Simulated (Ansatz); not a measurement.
InP (rocksalt type), DFT, PBE, all-electron LAPW, scalar-relativistic (Ansatz 0.2.0), on 1 thread of Intel(R) Xeon(R) 6975P-C (Granite Rapids) (shared host).

Command: `ansatz run input.yaml --threads 1 --pin off --max-ram 3584MiB --backend cpu --events-out ev --progress --plain --runs-dir out`

```yaml
crystal:
  lattice:
    - [0.0, 2.6338317032, 2.6338317032]
    - [2.6338317032, 0.0, 2.6338317032]
    - [2.6338317032, 2.6338317032, 0.0]
  atoms:
    - { symbol: In, position: [0.0, 0.0, 0.0] }
    - { symbol: P, position: [0.5, 0.5, 0.5] }
kpoints:
  mp_grid: { grid: [14, 14, 14] }
scf:
  occupations: { method: fermi_dirac, width: 0.05 }
hamiltonian:
  xc: pbe
  pseudopotentials: { kind: all_electron, lapw: { basis_error: 0.0005 } }
output:
  forces: true
  stress: true
  eigenvalues: true
relax:
  f_tol: 0.005
  max_steps: 12
  cell: { p_target: 16.0, stress_tol: 0.03 }
```

(1) How large is the problem that the program sets up?

(2) About how long does it take, and how much memory?

Answers

(1) 104 irreducible k-points, 339 plane waves at Γ, 21 bands.

(2) 15 s of wall time for 10 SCF iterations over 1 geometries, with a peak of 0.5 GiB. Times on shared machines scatter by tens of per cent.
